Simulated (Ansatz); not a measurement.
# CdSe (F-43m) in Ansatz: a series of runs

Aim: see how the results for CdSe move with the level of theory and the settings. Levels: PBEsol+D4, SVWN5, PBE. Tasks: relaxation of cell and atoms, single point.

All numbers are computed with Ansatz 0.2.0; they aren't measurements. Logs are shortened: lines on timing, memory, paths and dates and some standing lists are left out, and cuts for length are marked.

## Step 1: The crystal as given

The structure is cubic, space group F-43m (No. 216). Conventional cell: a = 6.141 Å, b = 6.141 Å, c = 6.141 Å, α = 90.00°, β = 90.00°, γ = 90.00°. Cd (site symmetry -43m) has 4 Se at 2.66 Å as nearest neighbours. Se (site symmetry -43m) has 4 Cd at 2.66 Å as nearest neighbours.

Measurements of this composition are mostly on another form, of space group No. 186.

## Step 2: Relaxation of cell and atoms, PBEsol+D4

input.yaml reads:

```yaml
crystal:
  lattice:
    - [0.0, 3.0702711986, 3.0702711986]
    - [3.0702711986, 0.0, 3.0702711986]
    - [3.0702711986, 3.0702711986, 0.0]
  atoms:
    - { symbol: Cd, position: [0.0, 0.0, 0.0] }
    - { symbol: Se, position: [0.25, 0.25, 0.25] }
hamiltonian:
  xc: pbesol
  pseudopotentials: { kind: paw }
  dispersion: d4
kpoints:
  mp_grid: { grid: [8, 8, 8] }
scf:
  occupations: { method: fermi_dirac, width: 0.05 }
output:
  forces: true
  stress: true
relax:
  f_tol: 0.01
  max_steps: 40
  cell: { stress_tol: 0.05 }
```

Potentials or basis: Ansatz PAW.

The run is started by

```sh
$ ansatz run input.yaml --threads 2 --pin off --max-ram 5120MiB --backend cpu --events-out ev --progress --plain --runs-dir out
```

Log:

```text
Warning: RAYON_NUM_THREADS=2 ignored (pool sized by the plan → 2); use --threads N
Engine: ansatz 0.2.0, x86_64-unknown-linux-gnu
Pseudopotentials: kind: paw
Pseudopotential: Cd, paw, valence charge 20, recommended cutoff 420 eV (normal), Cd.paw.azcp
Pseudopotential: Se, paw, valence charge 16, recommended cutoff 420 eV (normal), Se.paw.azcp
Functional definition: PBEsol
  exchange = pbesol_x
  correlation = pbesol_c
Crystal: 2 atoms, lattice volume = 57.884 Å³
Basis set: ecut = 420 eV, 1139 PW (Γ), exchange–correlation on 60×60×60 points (8 copies of the dense FFT grid, shifted against one another)
Bands: 22, of which v1, the nominal top of the filled ones, is band 18 counted from 1 (17 counted from 0)
Symmetry: 24 space group operations
Space group: F-43m (ITA 216), of the structure as read, at distance tolerance 3.9e-5 Å
k-points: 29 of 512 (time reversal used)
Non-local potential: Cd, projectors of the file, l = 0: 3, l = 1: 2, l = 2: 2, l = 3: 1
Non-local potential: Se, projectors of the file, l = 0: 2, l = 1: 2, l = 2: 3, l = 3: 1
PAW form: soft (Blöchl's): semilocal exchange-correlation on the pseudo side does not see the compensation charge
PAW frozen core: Cd, regenerated for the run's functional, and the local potential with it (the file was generated under x = pbe(κ = 0.804, μ = 0.2195149727645171), c = pbe(β = 0.06672455060314922))
PAW frozen core: Se, regenerated for the run's functional, and the local potential with it (the file was generated under x = pbe(κ = 0.804, μ = 0.2195149727645171), c = pbe(β = 0.06672455060314922))
PAW one-centre angular grid: Cd, 590 points (default); XC on 64 Gauss nodes
PAW one-centre angular grid: Se, 590 points (default); XC on 64 Gauss nodes
Initial density: superposition of atomic densities (neutral atoms: chi_scale 0, normalization atom), corrected by the library's trained network
Initial wavefunctions: pseudopotential atomic-orbital guess
Functional: x = pbesol(κ = 0.804, μ = 0.12345679012345678), c = pbesol(β = 0.046)
SCF iter   1: F=—  HF=-13609.779255 eV  |F-HF|=—  |Δ(HF+E_count)|=         —  Δρ=4.35e-3  dr2=1.37e-2  ethr=1.77e-3  ⟨swp⟩=6.0  Hψ=2747  notcnv=0
preconditioner: auto → none  [insulator: Δε(μ)=0.380 eV  Ē_g=11.890 eV  σ=0.050 eV  W_gap=0.94  n_scr=14 (ndim 8)  ℏωp=20.7 eV  f_vac=0.215  D(μ)=0.01/eV (n_scr^D=0)  ε∞_Penn≈4.0]
SCF iter   2: F=—  HF=-13609.775499 eV  |F-HF|=—  |Δ(HF+E_count)|=   3.76e-3  Δρ=1.06e-3  dr2=2.86e-4  ethr=3.81e-5  ⟨swp⟩=2.0  Hψ=1247  notcnv=0
SCF iter   3: F=—  HF=-13609.775524 eV  |F-HF|=—  |Δ(HF+E_count)|=   2.58e-5  Δρ=4.82e-4  dr2=7.87e-5  ethr=7.94e-7  ⟨swp⟩=2.0  Hψ=1043  notcnv=0
SCF iter   4: F=—  HF=-13609.775573 eV  |F-HF|=—  |Δ(HF+E_count)|=   4.83e-5  Δρ=2.00e-4  dr2=1.67e-5  ethr=2.19e-7  ⟨swp⟩=2.0  Hψ=728  notcnv=0
SCF iter   5: F=—  HF=-13609.775578 eV  |F-HF|=—  |Δ(HF+E_count)|=   5.56e-6  Δρ=4.46e-5  dr2=9.32e-7  ethr=4.64e-8  ⟨swp⟩=2.1  Hψ=1000  notcnv=0
SCF iter   6: F=-13609.775578 eV  HF=-13609.775578 eV  |F-HF|=2.20e-8  |Δ(HF+E_count)|=   3.05e-7  Δρ=6.62e-6  dr2=2.51e-8  ethr=2.78e-10  ⟨swp⟩=4.0  Hψ=2226  notcnv=0
SCF 1 converged in 6 iterations: F = -13609.775578 eV  dr2 = 2.51e-8
relax step   1: F+E_penalty+E_count = -13609.77557848 eV  Δ(F+E_penalty+E_count) = +0.000e0 eV  max|allowed force component| = 1.041e-16 eV/Å  Δτ_max = 0.0000 Å  P = -2.391 GPa  Ω = 57.884 Å³  (6 SCF iters, dr2 threshold 1.00e-7 eV, accepted)
Crystal: 2 atoms, lattice volume = 54.264 Å³
Basis set: ecut = 420 eV, 1067 PW (Γ), exchange–correlation on 60×60×60 points (8 copies of the dense FFT grid, shifted against one another)
Initial density: handed on by an earlier stage of this run
Initial wavefunctions: those handed on with the density
iter 1 solved again at ethr=6.17e-6 eV; its pass at ethr=3.10e-3 eV (dr2=2.22e-3 eV) is discarded
SCF iter   1: F=—  HF=-13609.795813 eV  |F-HF|=—  |Δ(HF+E_count)|=         —  Δρ=1.70e-3  dr2=2.09e-3  ethr=6.17e-6  ⟨swp⟩=1.7  Hψ=3607  notcnv=0
preconditioner: auto → none  [insulator: Δε(μ)=0.533 eV  Ē_g=12.235 eV  σ=0.050 eV  W_gap=0.99  n_scr=14 (ndim 8)  ℏωp=21.4 eV  f_vac=0.184  D(μ)=0.00/eV (n_scr^D=0)  ε∞_Penn≈4.1]
SCF iter   2: F=—  HF=-13609.795227 eV  |F-HF|=—  |Δ(HF+E_count)|=   5.85e-4  Δρ=1.01e-3  dr2=3.79e-4  ethr=5.79e-6  ⟨swp⟩=2.0  Hψ=972  notcnv=0
SCF iter   3: F=—  HF=-13609.795161 eV  |F-HF|=—  |Δ(HF+E_count)|=   6.66e-5  Δρ=3.23e-4  dr2=6.22e-5  ethr=1.05e-6  ⟨swp⟩=2.8  Hψ=1155  notcnv=0
SCF iter   4: F=—  HF=-13609.795142 eV  |F-HF|=—  |Δ(HF+E_count)|=   1.89e-5  Δρ=4.96e-5  dr2=9.68e-7  ethr=1.73e-7  ⟨swp⟩=2.0  Hψ=899  notcnv=0
SCF iter   5: F=-13609.795142 eV  HF=-13609.795142 eV  |F-HF|=4.05e-8  |Δ(HF+E_count)|=   3.74e-7  Δρ=1.16e-5  dr2=5.27e-8  ethr=5.56e-10  ⟨swp⟩=4.0  Hψ=2259  notcnv=0
SCF 2 converged in 5 iterations: F = -13609.795142 eV  dr2 = 5.27e-8
relax step   2: F+E_penalty+E_count = -13609.79514237 eV  Δ(F+E_penalty+E_count) = -1.956e-2 eV  max|allowed force component| = 1.272e-17 eV/Å  Δτ_max = 0.0000 Å  P = +0.917 GPa  Ω = 54.264 Å³  energy of the carried Pulay correction = +5.724e-4 eV  (5 SCF iters, dr2 threshold 2.00e-7 eV, accepted)
Crystal: 2 atoms, lattice volume = 55.221 Å³
iter 1 solved again at ethr=4.89e-7 eV; its pass at ethr=3.10e-3 eV (dr2=1.76e-4 eV) is discarded
SCF iter   1: F=—  HF=-13609.797475 eV  |F-HF|=—  |Δ(HF+E_count)|=         —  Δρ=4.62e-4  dr2=1.52e-4  ethr=4.89e-7  ⟨swp⟩=2.1  Hψ=3374  notcnv=0
preconditioner: auto → none  [insulator: Δε(μ)=0.521 eV  Ē_g=12.131 eV  σ=0.050 eV  W_gap=0.99  n_scr=14 (ndim 8)  ℏωp=21.2 eV  f_vac=0.191  D(μ)=0.00/eV (n_scr^D=0)  ε∞_Penn≈4.1]
SCF iter   2: F=—  HF=-13609.797435 eV  |F-HF|=—  |Δ(HF+E_count)|=   4.02e-5  Δρ=2.66e-4  dr2=2.81e-5  ethr=4.22e-7  ⟨swp⟩=2.0  Hψ=824  notcnv=0
SCF iter   3: F=—  HF=-13609.797431 eV  |F-HF|=—  |Δ(HF+E_count)|=   4.49e-6  Δρ=8.55e-5  dr2=4.41e-6  ethr=7.80e-8  ⟨swp⟩=3.0  Hψ=1160  notcnv=0
SCF iter   4: F=-13609.797430 eV  HF=-13609.797430 eV  |F-HF|=2.06e-8  |Δ(HF+E_count)|=   5.15e-7  Δρ=1.38e-5  dr2=7.53e-8  ethr=5.56e-10  ⟨swp⟩=3.0  Hψ=2605  notcnv=0
SCF 3 converged in 4 iterations: F = -13609.797430 eV  dr2 = 7.53e-8
relax step   3: F+E_penalty+E_count = -13609.79743008 eV  Δ(F+E_penalty+E_count) = -2.288e-3 eV  max|allowed force component| = 2.197e-17 eV/Å  Δτ_max = 0.0000 Å  P = -0.082 GPa  Ω = 55.221 Å³  energy of the carried Pulay correction = +4.175e-4 eV  (4 SCF iters, dr2 threshold 2.00e-7 eV, accepted)
Crystal: 2 atoms, lattice volume = 55.141 Å³
iter 1 solved again at ethr=1.26e-8 eV; its pass at ethr=3.10e-3 eV (dr2=4.54e-6 eV) is discarded
SCF iter   1: F=—  HF=-13609.797464 eV  |F-HF|=—  |Δ(HF+E_count)|=         —  Δρ=3.66e-5  dr2=1.13e-6  ethr=1.26e-8  ⟨swp⟩=2.0  Hψ=3256  notcnv=0
preconditioner: auto → none  [insulator: Δε(μ)=0.519 eV  Ē_g=12.143 eV  σ=0.050 eV  W_gap=0.99  n_scr=14 (ndim 8)  ℏωp=21.2 eV  f_vac=0.190  D(μ)=0.00/eV (n_scr^D=0)  ε∞_Penn≈4.1]
SCF iter   2: F=—  HF=-13609.797464 eV  |F-HF|=—  |Δ(HF+E_count)|=   2.76e-7  Δρ=2.21e-5  dr2=1.80e-7  ethr=3.14e-9  ⟨swp⟩=2.0  Hψ=871  notcnv=0
SCF iter   3: F=—  HF=-13609.797464 eV  |F-HF|=—  |Δ(HF+E_count)|=   5.54e-8  Δρ=6.78e-6  dr2=2.58e-8  ethr=4.99e-10  ⟨swp⟩=3.0  Hψ=1159  notcnv=0
SCF iter   4: F=-13609.797464 eV  HF=-13609.797464 eV  |F-HF|=2.87e-10  |Δ(HF+E_count)|=   9.76e-9  Δρ=1.41e-6  dr2=7.35e-10  ethr=4.68e-11  ⟨swp⟩=4.0  Hψ=1975  notcnv=0
SCF 4 converged in 4 iterations: F = -13609.797464 eV  dr2 = 7.35e-10
relax step   4: F+E_penalty+E_count = -13609.79746406 eV  Δ(F+E_penalty+E_count) = -3.397e-5 eV  max|allowed force component| = 3.585e-17 eV/Å  Δτ_max = 0.0000 Å  P = -0.002 GPa  Ω = 55.141 Å³  energy of the carried Pulay correction = +4.303e-4 eV  (4 SCF iters, dr2 threshold 1.68e-8 eV, accepted)
Initial wavefunctions: pseudopotential atomic-orbital guess (no wavefunctions were taken with the density)
iter 1 solved again at ethr=8.56e-8 eV; its pass at ethr=3.10e-3 eV (dr2=3.08e-5 eV) is discarded
SCF iter   1: F=—  HF=-13609.797009 eV  |F-HF|=—  |Δ(HF+E_count)|=         —  Δρ=7.86e-5  dr2=5.72e-7  ethr=8.56e-8  ⟨swp⟩=3.0  Hψ=4338  notcnv=0
preconditioner: auto → none  [insulator: Δε(μ)=0.519 eV  Ē_g=12.142 eV  σ=0.050 eV  W_gap=0.99  n_scr=14 (ndim 8)  ℏωp=21.2 eV  f_vac=0.190  D(μ)=0.00/eV (n_scr^D=0)  ε∞_Penn≈4.1]
SCF iter   2: F=—  HF=-13609.797012 eV  |F-HF|=—  |Δ(HF+E_count)|=   3.29e-6  Δρ=3.50e-5  dr2=1.62e-7  ethr=1.59e-9  ⟨swp⟩=2.0  Hψ=1107  notcnv=0
SCF iter   3: F=—  HF=-13609.797012 eV  |F-HF|=—  |Δ(HF+E_count)|=   9.18e-8  Δρ=1.26e-5  dr2=3.18e-8  ethr=4.51e-10  ⟨swp⟩=2.0  Hψ=854  notcnv=0
SCF iter   4: F=—  HF=-13609.797012 eV  |F-HF|=—  |Δ(HF+E_count)|=  5.91e-10  Δρ=2.45e-6  dr2=1.60e-9  ethr=8.82e-11  ⟨swp⟩=2.0  Hψ=1160  notcnv=0
SCF iter   5: F=—  HF=-13609.797012 eV  |F-HF|=—  |Δ(HF+E_count)|=  3.40e-10  Δρ=8.09e-7  dr2=9.61e-11  ethr=4.45e-12  ⟨swp⟩=2.4  Hψ=964  notcnv=0
SCF iter   6: F=-13609.797012 eV  HF=-13609.797012 eV  |F-HF|=1.82e-12  |Δ(HF+E_count)|=  1.31e-10  Δρ=1.23e-7  dr2=2.57e-12  ethr=1.00e-12  ⟨swp⟩=5.0  Hψ=2670  notcnv=0
SCF 5 converged in 6 iterations: F = -13609.797012 eV  dr2 = 2.57e-12
relax step   5: F+E_penalty+E_count = -13609.79701246 eV  Δ(F+E_penalty+E_count) = +4.516e-4 eV  max|allowed force component| = 3.874e-17 eV/Å  Δτ_max = 0.0000 Å  P = -0.000 GPa  Ω = 55.141 Å³  stress off target by 4.64e-4 GPa  SCF on the basis re-selected at this cell (its energy is not comparable with the rows above)  (6 SCF iters)
basis re-selected at this cell: Δ(F+E_penalty+E_count) = +4.516e-4 eV, ΔP = +0.002 GPa vs the last step (what re-selecting the basis moved, of the pressure what is left beyond the Pulay correction that the steps carried, after the strain that the cell walked since its last selection, with what the two solves' SCF thresholds leave and, on support functions, any second-order correction that the steps lacked; it is no measure of the basis error at this ecutwfc). This SCF's stress stands 4.64e-4 GPa from its target on what of the cell is left free (relax.cell.stress_tol is 5.00e-2 GPa) and its largest allowed force component is 3.87e-17 eV/Å (relax.f_tol is 1.00e-2 eV/Å): within both
SCF converged after 6 iterations
Free energy (F): -13609.797012 eV
Harris-Foulkes:  -13609.797012 eV  (|F-HF|=1.82e-12)
Internal energy: -13609.796982 eV  (E = F + TS)
E sigma→0 (E₀):  -13609.796997 eV
Entropy (-TS):   -0.000030 eV (-0.015 meV/atom)
Fermi energy:    7.932977 eV
--- Per-component energies (eV) ---
  E_band       = -886.108948
  E_kinetic    = 624.010564
  E_local      = -6331.823817  (includes V_loc(G=0)·N_el)
  E_nonlocal   = -556.145191
  E_hartree    = 3009.363442
  E_xc         = -278.814403
  E_vxc        = -319.177369  (∫ρ·V_xc dr)
  E_paw        = -5881.705604  (= ΣΔE_a)
  E_vpaw       = -321.699356  (= ΣTr[D̂ρ^β])
  E_aug_tail   = -0.000612  (compensation charges beyond the density's cutoff)
  E_ewald      = -4195.640314
  E_disp       = -0.391458  (pairwise vdW)
  E_core_change = 1.350410  (= ΣΔE_core)
  E_smearing   = -0.000030  (= −TS)
  E_closure    = 0.000000  (closes the sum)
  Σ components = -13609.797012   (vs F -13609.797012, Δ=0.00e0)
--- Forces (eV/Å), atoms counted from 1 ---
  atom   1  Cd    -0.00000000    -0.00000000    -0.00000000
  atom   2  Se     0.00000000     0.00000000     0.00000000
  max |Σ_I F_I| component: 4.28e-17 eV/Å
--- Stress (GPa, compression-positive) ---
       -0.000464      -0.000000       0.000000
       -0.000000      -0.000464      -0.000000
       -0.000000       0.000000      -0.000464
  P = ⅓ Tr σ = -0.0005 GPa (-0.005 kbar)
--- Relaxed structure (4 steps of the walk, 4 accepted, 1 SCFs on fresh bases) ---
  F+E_penalty+E_count = -13609.79701246 eV   max|allowed force component| = 3.874e-17 eV/Å   (the final SCF, on the basis selected at the relaxed cell)
  cell:  # Å, volume = 55.1410 Å³
    - [4.458450528783642e-34, 3.020983149551415, 3.020983149551415]
    - [3.020983149551415, 4.6877422702639425e-33, 3.020983149551415]
    - [3.020983149551415, 3.020983149551415, 7.57936589893219e-33]
  atoms:
    - { symbol: Cd, position: [-7.78876802600124e-34, 1.2284298564498599e-33, 1.0925184680766839e-33] }
    - { symbol: Se, position: [0.25, 0.25, 0.25] }
```

Run time: 6.8 s. Hardware: 2 threads of Intel Xeon 6975P-C (Granite Rapids), shared host; peak memory 0.41 GiB.

What came out:

```yaml
Free_energy: -13609.7970 eV
Relaxed_volume: 27.57 Å³/atom
Relaxed_cell: a = 4.272 Å, b = 4.272 Å, c = 4.272 Å, α = 60.00°, β = 60.00°, γ = 60.00°
Space_group_after_relaxing_to_0.05_Å: F-43m (No. 216)
Energy_gained_by_relaxing: 10.7 meV/atom
Ionic_steps: 5
Pressure_after_relaxing: 0.0 GPa
Band_gap_on_the_k_mesh: 0.52 eV
```

The path:
| step | energy change (eV) | largest force (eV/Å) | volume (Å³) |
| --- | --- | --- | --- |
| 1 | 0.0000 | 0.0000 | 57.88 |
| 2 | -0.0196 | 0.0000 | 54.26 |
| 3 | -0.0219 | 0.0000 | 55.22 |
| 4 | -0.0219 | 0.0000 | 55.14 |
| 5 | -0.0214 | 0.0000 | 55.14 |

Final structure:
```xyz
2
Lattice="0.0000 3.0210 3.0210 3.0210 0.0000 3.0210 3.0210 3.0210 0.0000" Properties=species:S:1:pos:R:3 pbc="T T T"
Cd    0.0000    0.0000    0.0000
Se    1.5105    1.5105    1.5105
```

Caveat: the plane-wave basis is chosen anew once the cell has moved, so the energies of steps on either side of that aren't comparable; the PAW data sets come from PBE, with cores solved anew for the run's functional, which leaves a small shift of forces and pressure. A k mesh can miss the band edges.

## Step 3: Relaxation of cell and atoms, SVWN5

input.yaml, as its differences from that of step 2:

```diff
@@ -9,5 +9,4 @@
 hamiltonian:
-  xc: pbesol
+  xc: { exchange: slater, correlation: vwn5 }
   pseudopotentials: { kind: paw }
-  dispersion: d4
 kpoints:
```

Potentials or basis: Ansatz PAW.

The run is started by

```sh
$ ansatz run input.yaml --threads 2 --pin off --max-ram 5120MiB --backend cpu --events-out ev --progress --plain --runs-dir out
```

It took 6.7 s on 2 threads of Intel Xeon 6975P-C (Granite Rapids), shared host; peak memory 0.39 GiB.

The run converged. Its results:

```yaml
Free_energy: -13503.1567 eV
Relaxed_volume: 27.09 Å³/atom
Relaxed_cell: a = 4.247 Å, b = 4.247 Å, c = 4.247 Å, α = 60.00°, β = 60.00°, γ = 60.00°
Space_group_after_relaxing_to_0.05_Å: F-43m (No. 216)
Energy_gained_by_relaxing: 20.3 meV/atom
Ionic_steps: 5
Pressure_after_relaxing: 0.0 GPa
Band_gap_on_the_k_mesh: 0.41 eV
```

Step by step:
```csv
step,energy change (eV),largest force (eV/Å),volume (Å³)
1,0.0000,0.0000,57.88
2,-0.0361,0.0000,52.94
3,-0.0411,0.0000,54.33
4,-0.0412,0.0000,54.18
5,-0.0406,0.0000,54.18
```

Final structure:
```yaml
crystal:
  lattice:
    - [0.00000, 3.00326, 3.00326]
    - [3.00326, 0.00000, 3.00326]
    - [3.00326, 3.00326, 0.00000]
  atoms:
    - { symbol: Cd, position: [0.00000, 0.00000, 0.00000] }
    - { symbol: Se, position: [0.25000, 0.25000, 0.25000] }
```

Caveat: the plane-wave basis is chosen anew once the cell has moved, so the energies of steps on either side of that aren't comparable; the PAW data sets come from PBE, with cores solved anew for the run's functional, which leaves a small shift of forces and pressure.

## Step 4: Single point, PBE

input.yaml, as its differences from that of step 3:

```diff
@@ -9,6 +9,6 @@
 hamiltonian:
-  xc: { exchange: slater, correlation: vwn5 }
+  xc: pbe
   pseudopotentials: { kind: paw }
 kpoints:
-  mp_grid: { grid: [8, 8, 8] }
+  mp_grid: { grid: [3, 3, 3] }
 scf:
@@ -18,5 +18,2 @@
   stress: true
-relax:
-  f_tol: 0.01
-  max_steps: 40
-  cell: { stress_tol: 0.05 }
+  eigenvalues: true
```

Potentials or basis: Ansatz PAW.

The run is started by

```sh
$ ansatz run input.yaml --threads 2 --pin off --max-ram 5120MiB --backend cpu --events-out ev --progress --plain --runs-dir out
```

Log:

```text
Warning: RAYON_NUM_THREADS=2 ignored (pool sized by the plan → 2); use --threads N
[... 4 set-up lines as earlier in the session ...]
Functional definition: PBE
  parameter kappa = 0.804
  parameter beta = 0.06672455060314922
  exchange = pbe_x(kappa = kappa, mu = beta*pi^2/3)
  correlation = pbe_c(beta = beta)
Crystal: 2 atoms, lattice volume = 57.884 Å³
Basis set: ecut = 420 eV, 1139 PW (Γ), exchange–correlation on 60×60×60 points (8 copies of the dense FFT grid, shifted against one another)
Bands: 22, of which v1, the nominal top of the filled ones, is band 18 counted from 1 (17 counted from 0)
[... 2 set-up lines as earlier in the session ...]
k-points: 4 of 27 (time reversal used)
[... 7 set-up lines as earlier in the session ...]
Functional: x = pbe(κ = 0.804, μ = 0.2195149727645171), c = pbe(β = 0.06672455060314922)
[... 13 lines left out ...]
E sigma→0 (E₀):  -13724.590437 eV
Entropy (-TS):   -0.000502 eV (-0.251 meV/atom)
Fermi energy:    7.438837 eV
--- Per-component energies (eV) ---
  E_band       = -899.668297
  E_kinetic    = 624.091554
  E_local      = -6444.412751  (includes V_loc(G=0)·N_el)
  E_nonlocal   = -562.254553
  E_hartree    = 3062.068412
  E_xc         = -280.968984
  E_vxc        = -319.819711  (∫ρ·V_xc dr)
  E_paw        = -5994.826901  (= ΣΔE_a)
  E_vpaw       = -321.409352  (= ΣTr[D̂ρ^β])
  E_aug_tail   = -0.000610  (compensation charges beyond the density's cutoff)
  E_ewald      = -4128.286353
  E_smearing   = -0.000502  (= −TS)
  E_closure    = 0.000000  (closes the sum)
  Σ components = -13724.590688   (vs F -13724.590688, Δ=0.00e0)
--- Forces (eV/Å), atoms counted from 1 ---
  atom   1  Cd     0.00000000    -0.00000000    -0.00000000
  atom   2  Se    -0.00000000     0.00000000     0.00000000
  max |Σ_I F_I| component: 1.11e-16 eV/Å
--- Stress (GPa, compression-positive) ---
        2.040501      -0.000000      -0.000000
        0.000000       2.040501       0.000000
       -0.000000       0.000000       2.040501
  P = ⅓ Tr σ = 2.0405 GPa (20.405 kbar)
--- Band table (eV) ---
  k-point 0: bands = ["-94.5110", "-55.5813", "-55.5813", "-55.5813", "-39.3390", "-39.3390", "-39.3390", "-39.3359", "-39.3359", "-5.2570", "-0.7690", "-0.7690", "-0.7690", "-0.4327", "-0.4327", "7.1596", "7.1596", "7.1596", "7.6627", "13.0349", "13.0349", "13.0349"]
  k-point 1: bands = ["-94.5110", "-55.5815", "-55.5814", "-55.5814", "-39.3391", "-39.3390", "-39.3390", "-39.3358", "-39.3358", "-4.9937", "-0.6991", "-0.6991", "-0.4232", "-0.4232", "-0.4014", "3.7248", "6.6053", "6.6053", "9.4796", "13.5962", "13.5962", "13.6255"]
  k-point 2: bands = ["-94.5110", "-55.5815", "-55.5814", "-55.5814", "-39.3391", "-39.3390", "-39.3390", "-39.3359", "-39.3358", "-4.9091", "-0.5974", "-0.5974", "-0.5802", "-0.3927", "-0.3261", "3.9007", "5.7657", "5.7657", "10.6249", "10.9510", "15.0664", "15.6691"]
  k-point 3: bands = ["-94.5110", "-55.5815", "-55.5815", "-55.5814", "-39.3391", "-39.3390", "-39.3390", "-39.3358", "-39.3358", "-4.8227", "-0.6358", "-0.5951", "-0.4654", "-0.4196", "-0.0252", "3.2797", "4.7024", "5.9295", "10.9607", "12.6610", "14.6806", "15.0563"]
```

Run time: 0.44 s. Hardware: 2 threads of Intel Xeon 6975P-C (Granite Rapids), shared host; peak memory 0.32 GiB.

Results:

```yaml
Free_energy: -13724.5907 eV
Pressure: 2.0 GPa
Band_gap_on_the_k_mesh: 0.50 eV, direct
```

Caveat: the k mesh is coarse (spacing up to 0.59 Å⁻¹), so the values aren't converged; odd divisions of the mesh miss points on the zone boundary, where band edges often lie, so the gap on the mesh can be too wide.

## Step 5: Summary

| task | level | cell | k mesh | mesh quality | gap on the mesh (eV) | pressure (GPa) | relaxed volume (Å³/atom) |
| --- | --- | --- | --- | --- | --- | --- | --- |
| relaxation of cell and atoms | PBEsol+D4 | relaxed | 8 × 8 × 8 | not flagged | 0.52 | 0.0 | 27.57 |
| relaxation of cell and atoms | SVWN5 | relaxed | 8 × 8 × 8 | not flagged | 0.41 | 0.0 | 27.09 |
| single point | PBE | as given | 3 × 3 × 3 | coarse | 0.50 | 2.0 | - |

Alike in all rows: potentials or basis Ansatz PAW; no spin polarisation; cutoff (eV) 420; smearing fermi-dirac 0.05 eV.

Caveats: some runs use coarse meshes; the plane-wave basis is chosen anew once the cell has moved, so the energies of steps on either side of that aren't comparable (some runs); the PAW data sets come from PBE, with cores solved anew for the run's functional, which leaves a small shift of forces and pressure (some runs); odd divisions of the mesh miss points on the zone boundary, where band edges often lie, so the gap on the mesh can be too wide (some runs).

Absolute energies hang on the potentials; compare differences alone.
